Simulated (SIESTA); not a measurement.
Crystal: Al.

```
CELL_PARAMETERS angstrom
-1.59122 1.59122 1.59122
1.59122 -1.59122 1.59122
1.59122 1.59122 -1.59122
ATOMIC_POSITIONS crystal
Al 0.00000 0.00000 0.00000
```

This isn't the form of Al at room conditions, which is fcc.

Program: SIESTA 5.4.2. Alike in all runs: cell as given; k mesh 12 × 12 × 12; smearing fermi-dirac 0.05 eV; grid cutoff 500 Ry. Hardware: 1 thread of Arm Neoverse V1, with other jobs on the host.

**Question.** Order these runs on this cell by their wall time, lowest first.
A. task single point; level PBE; potentials or basis PseudoDojo 0.4 standard (PBE files), DZP (energy shift 0.002 Ry; radii capped at 9.5 bohr); spin off; energy shift 0.002 Ry
B. task electrostatic potential; level PBE; potentials or basis Ansatz (PBE files), DZP (energy shift 0.002 Ry; radii capped at 9.5 bohr); spin collinear, ferromagnetic start; energy shift 0.002 Ry
C. task band structure; level SOGGA; potentials or basis PseudoDojo 0.4 standard (PBEsol files), DZP (energy shift 0.01 Ry); spin off; energy shift 0.01 Ry

**Answer.** C (16 s), A (39 s), B (130 s).
